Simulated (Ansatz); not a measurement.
AlFe:

```
Fe Al
1.0
     2.91000    0.00000    0.00000
     0.00000    2.91000    0.00000
     0.00000    0.00000    2.91000
Fe Al
1 1
Direct
  0.50000 0.50000 0.50000
  0.00000 0.00000 0.00000
```

Base run:

```yaml
Program: Ansatz 0.2.0
Functional: PBE
Potentials_or_basis: Ansatz PAW
Cutoff: "420 eV (not typed: the program's choice for these potentials)"
k_mesh: 9 × 9 × 9
Occupations: fermi-dirac, width 0.05 eV
Spin: no spin polarisation
```

Its results: band gap on the k mesh none (metal or under the smearing width); pressure -7.1 GPa.

**Question.** The run is repeated on the same cell with these changes: spin from no spin polarisation to collinear spin, ferromagnetic start. What comes out?

**Answer.** Band gap on the k mesh none (metal or under the smearing width); pressure -6.1 GPa; net moment 0.66 μB per cell; site moments Fe +0.70; Al -0.03 μB.
